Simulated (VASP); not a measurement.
# BN (R3m) in VASP: relaxation of cell and atoms with r2SCAN

Aim: the relaxation of cell and atoms of BN with r2SCAN.

Everything below comes from runs of VASP 6.6.1. Logs are shortened: lines on timing, memory, paths and dates and some standing lists are left out, and cuts for length are marked.

### Step 1. Starting point

It takes space group R3m (No. 160, trigonal). The conventional cell has a = 2.502 Å, b = 2.502 Å, c = 10.119 Å, α = 90.00°, β = 90.00°, γ = 120.00°. B (site symmetry 3m) is surrounded by 3 N at 1.44 Å. Around N (site symmetry 3m) lie 3 B at 1.44 Å.

The cell is a database's computed one.

### Step 2. Relaxation of cell and atoms, r2SCAN

File INCAR:

```
SYSTEM = BN
ALGO = Normal
EDIFF = 1E-7
EDIFFG = -0.004
ENCUT = 600
IBRION = 2
ISIF = 3
ISMEAR = 0
LASPH = .TRUE.
LCHARG = .FALSE.
LMIXTAU = .TRUE.
LREAL = .FALSE.
LWAVE = .FALSE.
METAGGA = R2SCAN
NELM = 60
NSW = 80
PREC = Accurate
SIGMA = 0.02
```

File KPOINTS:

```
k-points
0
G
  12 12 12
  0 0 0
```

File POSCAR:

```
BN
1.0
    1.2511217800      0.7223355000      3.3729344000
   -1.2511217800      0.7223355000      3.3729344000
    0.0000000000     -1.4446710000      3.3729344000
B N
1 1
Direct
    0.9996712000      0.9996712000      0.9996712000
    0.3327618000      0.3327618000      0.3327618000
```

Potentials or basis: VASP PAW PBE potentials, release 64 (B, N).

Command:

```sh
> cat potpaw_PBE.64/B/POTCAR potpaw_PBE.64/N/POTCAR > POTCAR
> mpirun -np 1 vasp_std > vasp.out
```

OUTCAR:

```text
SYSTEM = BN
   EDIFF = 1E-7
   EDIFFG = -0.004
   ENCUT = 600
   IBRION = 2
   ISIF = 3
   ISMEAR = 0
   LASPH = .TRUE.
   LREAL = .FALSE.
   METAGGA = R2SCAN
   NELM = 60
   NSW = 80
   PREC = Accurate

 ion  position               nearest neighbor table
   1  1.000  1.000  1.000-   2 1.44   2 1.44   2 1.44
   2  0.333  0.333  0.333-   1 1.44   1 1.44   1 1.44

  LATTYP: Found a trigonal (rhomboedric) cell.
 ALAT       =     3.6692997629
 COS(alpha) =     0.7674786788

  Lattice vectors:

 A1 = (   1.2511217800,   0.7223355000,   3.3729344000)
 A2 = (  -1.2511217800,   0.7223355000,   3.3729344000)
 A3 = (   0.0000000000,  -1.4446710000,   3.3729344000)

Analysis of symmetry for initial positions (statically):
=====================================================================
 Subroutine PRICEL returns:
 Original cell was already a primitive cell.

 Routine SETGRP: Setting up the symmetry group for a
 trigonal (rhombohedral) supercell.

 Subroutine GETGRP returns: Found  6 space group operations
 (whereof  6 operations were pure point group operations)
 out of a pool of 12 trial point group operations.

The static configuration has the point symmetry C_3v.

Analysis of symmetry for dynamics (positions and initial velocities):
=====================================================================
 Subroutine PRICEL returns:
 Original cell was already a primitive cell.

 Routine SETGRP: Setting up the symmetry group for a
 trigonal (rhombohedral) supercell.

 Subroutine GETGRP returns: Found  6 space group operations
 (whereof  6 operations were pure point group operations)
 out of a pool of 12 trial point group operations.

The dynamic configuration has the point symmetry C_3v.

 Subroutine INISYM returns: Found  6 space group operations
 (whereof  6 operations are pure point group operations),
 and found     1 'primitive' translations

----------------------------------------------------------------------------------------

                                     Primitive cell

  volume of cell :      18.2893

  direct lattice vectors                    reciprocal lattice vectors
     1.251121780  0.722335500  3.372934400     0.399641352  0.230733041  0.098825916
    -1.251121780  0.722335500  3.372934400    -0.399641352  0.230733041  0.098825916
     0.000000000 -1.444671000  3.372934400     0.000000000 -0.461466082  0.098825916

  length of vectors
     3.669299763  3.669299763  3.669299765     0.471929559  0.471929559  0.471929557

  position of ions in fractional coordinates (direct lattice)
     0.999671200  0.999671200  0.999671200
     0.332761800  0.332761800  0.332761800

  ion indices of the primitive-cell ions
   primitive index   ion index
                 1           1
                 2           2

----------------------------------------------------------------------------------------

 KPOINTS: k-points

Automatic generation of k-mesh.
 Grid dimensions read from file:
 generate k-points for:   12   12   12

 Generating k-lattice:

  Cartesian coordinates                     Fractional coordinates (reciprocal lattice)
     0.033303446  0.019227753  0.008235493     0.083333333  0.000000000  0.000000000
    -0.033303446  0.019227753  0.008235493     0.000000000  0.083333333  0.000000000
     0.000000000 -0.038455507  0.008235493     0.000000000  0.000000000  0.083333333

  Length of vectors
     0.039327463  0.039327463  0.039327463

  Shift w.r.t. Gamma in fractional coordinates (k-lattice)
     0.000000000  0.000000000  0.000000000

 Subroutine IBZKPT returns following result:
 ===========================================

 Found    189 irreducible k-points:

 Following reciprocal coordinates:
            Coordinates               Weight
  0.000000  0.000000  0.000000      1.000000
  0.083333  0.000000  0.000000      6.000000
  0.166667  0.000000  0.000000      6.000000
  0.250000  0.000000  0.000000      6.000000
  0.333333  0.000000  0.000000      6.000000
  0.416667  0.000000  0.000000      6.000000
[... 16 lines left out ...]
  0.500000  0.166667  0.000000     12.000000
 -0.416667  0.166667 -0.000000     12.000000
 [... further k-points ...]
   k-points           NKPTS =    189   k-points in BZ     NKDIM =    189   number of bands    NBANDS=      8
   number of dos      NEDOS =    301   number of ions     NIONS =      2
   total plane-waves  NPLWV =  27000
   dimension x,y,z NGX =    30 NGY =   30 NGZ =   30
   dimension x,y,z NGXF=    60 NGYF=   60 NGZF=   60
   ions per type =               1   1
   NGX,Y,Z   is equivalent  to a cutoff of  13.59, 13.59, 13.59 a.u.
   NGXF,Y,Z  is equivalent  to a cutoff of  27.18, 27.18, 27.18 a.u.
 SYSTEM =  BN
   PREC   = accura    normal or accurate (medium, high low for compatibility)
   ISTART =      0    job   : 0-new  1-cont  2-samecut
   ICHARG =      2    charge: 1-file 2-atom 10-const
   ISPIN  =      1    spin polarized calculation?
   LNONCOLLINEAR =      F non collinear calculations
   LSORBIT =      F    spin-orbit coupling
   LASPH  =      T    aspherical Exc in radial PAW
   ENCUT  =  600.0 eV  44.10 Ry    6.64 a.u.   7.33  7.33  7.33*2*pi/ulx,y,z
   NELM   =     60;   NELMIN=  2; NELMDL= -5     # of ELM steps
   EDIFF  = 0.1E-06   stopping-criterion for ELM
   LREAL  =      F    real-space projection
   EDIFFG = -.4E-02   stopping-criterion for IOM
   NSW    =     80    number of steps for IOM
   IBRION =      2    ionic relax: 0-MD 1-quasi-New 2-CG
   NFREE  =      1    steps in history (QN), initial steepest desc. (CG)
   ISIF   =      3    stress and relaxation
   ISYM   =      2    0-nonsym 1-usesym 2-fastsym
   POTIM  = 0.5000    time-step for ionic-motion
   TEBEG  =    0.0;   TEEND  =   0.0 temperature during run
   PSTRESS=    0.0 pullay stress
   NELECT =       8.0000    total number of electrons
   NUPDOWN=      -1.0000    fix difference up-down
   EMIN   =  10.00;   EMAX   =-10.00  energy-range for DOS
   EFERMI =   0.00;   METHOD = LEGACY
   ISMEAR =     0;   SIGMA  =   0.02  broadening in eV -4-tet -1-fermi 0-gaus
   EFERMI_NEDOS =   21; number of points for ismear=-14 and -15
   IALGO  =     38    algorithm
   IMIX   =      4    mixing-type and parameters
     AMIX     =   0.40;   BMIX     =  1.00
     AMIX_MAG =   1.60;   BMIX_MAG =  1.00
  volume/ion in A,a.u.               =       9.14        61.71
  Fermi-wavevector in a.u.,A,eV,Ry     =   1.242717  2.348395 21.012099  1.544346
  Thomas-Fermi vector in A             =   2.377059
   LORBIT       =      0    0 simple, 1 ext, 2 COOP (PROOUT), +10 PAW based schemes
   METAGGA = R2SCAN    functional components
   LHFCALC =     F    Hartree Fock is set to
   AEXX    =    0.0000 exact exchange contribution
   IVDW    =     0    specifies the selected vdW correction
   LEPSILON=     F    determine dielectric tensor
   LRPA    =     F    only Hartree local field effects (RPA)
 conjugate gradient relaxation of ions
 non-spin polarized calculation
 Gauss-broadening in eV      SIGMA  =   0.02
  energy-cutoff  :      600.00
  volume of cell :       18.29
 maximum number of plane-waves:       624
 NGX is ok and might be reduce to    30
   NGX = 15   NGY = 15   NGZ = 15

--------------------------------------- Ionic step        1  -------------------------------------------

 number of electron       8.0000000 magnetization

 Free energy of the ion-electron system (eV)
  ---------------------------------------------------
  ext. energy  EPLUGINS =         0.00000000
  ---------------------------------------------------
  free energy    TOTEN  =       -19.29984565 eV

  energy without entropy =      -19.29984565  energy(sigma->0) =      -19.29984565

------------------------ aborting loop because EDIFF is reached ----------------------------------------

  FORCE on cell =-STRESS in cart. coord.  units (eV):
  Direction    XX          YY          ZZ          XY          YZ          ZX
  --------------------------------------------------------------------------------------
  -------------------------------------------------------------------------------------
  Total        0.0023433      0.0023433      0.0308273      0.0000000      0.0000000      0.0000000
  in kB        0.2052816      0.2052816      2.7005255      0.0000000      0.0000000      0.0000000
  external PRESSURE =       1.0370295 kB  Pullay stress =       0.0000000 kB
[... 89 lines left out ...]
  FREE ENERGIE OF THE ION-ELECTRON SYSTEM (eV)
  ---------------------------------------------------
  free  energy   TOTEN  =       -19.2998895386 eV

  energy  without entropy=      -19.2998895386  energy(sigma->0) =      -19.29988954

[... ionic steps 4 to 9 ...]

--------------------------------------- Ionic step       10  -------------------------------------------

 number of electron       8.0000000 magnetization

------------------------ aborting loop because EDIFF is reached ----------------------------------------

  FORCE on cell =-STRESS in cart. coord.  units (eV):
  Direction    XX          YY          ZZ          XY          YZ          ZX
  --------------------------------------------------------------------------------------
  -------------------------------------------------------------------------------------
  Total        0.0241914      0.0241914      0.0050003      0.0000000      0.0000000     -0.0000000
  in kB        2.0992699      2.0992700      0.4339140      0.0000000      0.0000000     -0.0000000
  external PRESSURE =       1.5441513 kB  Pullay stress =       0.0000000 kB
[... 57 lines left out ...]
  energy  without entropy=      -19.3000201133  energy(sigma->0) =      -19.30002011

--------------------------------------- Ionic step       12  -------------------------------------------

 number of electron       8.0000000 magnetization

 Free energy of the ion-electron system (eV)
  ---------------------------------------------------
  ext. energy  EPLUGINS =         0.00000000
  ---------------------------------------------------
  free energy    TOTEN  =       -19.30002865 eV

  energy without entropy =      -19.30002865  energy(sigma->0) =      -19.30002865

 E-fermi :   1.8942     XC(G=0): -10.5590

 val. band max:        1.7839592248   @ k =  -0.3333   0.3333   0.0000
 cond. band min:       6.6401952727   @ k =   0.5000   0.5000   0.0000
 fundamental gap:      4.8562360479
 Fermi energy:         1.8941865330

 k-point     1 :       0.0000    0.0000    0.0000
  band No.  band energies     occupation
      1     -16.9815      2.00000
      2      -2.5646      2.00000
      3       0.4682      2.00000
      4       0.4682      2.00000
      5       7.2402      0.00000
      6      14.2119      0.00000
      7      14.2119      0.00000
      8      16.1824      0.00000
[... 243 lines left out ...]
 k-point    24 :      -0.4167    0.1667   -0.0000
  band No.  band energies     occupation
      1     -13.4539      2.00000
      2      -7.1458      2.00000
      3      -3.8436      2.00000
      4       1.4568      2.00000
      5       7.6415      0.00000
      6      14.0132      0.00000
      7      16.0554      0.00000
      8      16.8872      0.00000

 [... further k-points ...]
[... 5 lines left out ...]
  --------------------------------------------------------------------------------------
  -------------------------------------------------------------------------------------
  Total       -0.0009991     -0.0009991     -0.0002239      0.0000000      0.0000000      0.0000000
  in kB       -0.0864998     -0.0864998     -0.0193871      0.0000000      0.0000000      0.0000000
  external PRESSURE =      -0.0641289 kB  Pullay stress =       0.0000000 kB
[... 17 lines left out ...]
  FREE ENERGIE OF THE ION-ELECTRON SYSTEM (eV)
  ---------------------------------------------------
  free  energy   TOTEN  =       -19.3000286515 eV

  energy  without entropy=      -19.3000286515  energy(sigma->0) =      -19.30002865

 reached required accuracy - stopping structural energy minimisation
```

Run time: 21 min. Hardware: 1 thread of Intel Xeon Platinum 8488C (Sapphire Rapids), shared host; peak memory 0.19 GiB.

Results:

* Free energy: -19.3000 eV
* Relaxed volume: 9.25 Å³/atom
* Relaxed cell: a = 3.706 Å, b = 3.706 Å, c = 3.706 Å, α = 39.46°, β = 39.46°, γ = 39.46°
* Space group after relaxing (to 0.05 Å): R3m (No. 160)
* Energy gained by relaxing: 0.1 meV/atom
* Ionic steps: 12
* Pressure after relaxing: 0.0 GPa
* Band gap on the k mesh: 4.86 eV, indirect (least direct gap 5.39 eV)

The path:
```csv
step,energy change (eV),largest force (eV/Å),pressure (GPa),volume (Å³)
1,0.0000,0.0080,0.10,18.29
2,0.0000,0.0022,0.06,18.30
3,0.0000,0.0222,-0.03,18.34
4,-0.0001,0.0220,-0.01,18.34
5,-0.0001,0.0214,0.07,18.36
6,-0.0001,0.0202,0.23,18.39
7,-0.0001,0.0179,0.54,18.45
8,-0.0001,0.0193,0.35,18.41
9,-0.0001,0.0167,0.30,18.43
10,-0.0002,0.0090,0.15,18.46
11,-0.0002,0.0065,-0.13,18.54
12,-0.0002,0.0003,-0.01,18.51
```

Final structure:
```
B N
1.0
     1.25117    0.72236    3.41255
    -1.25117    0.72236    3.41255
     0.00000   -1.44472    3.41255
B N
1 1
Direct
  0.99963 0.99963 0.99963
  0.33281 0.33281 0.33281
```

Caveat: the PAW data sets were made with another functional, which shifts forces and pressure a little.
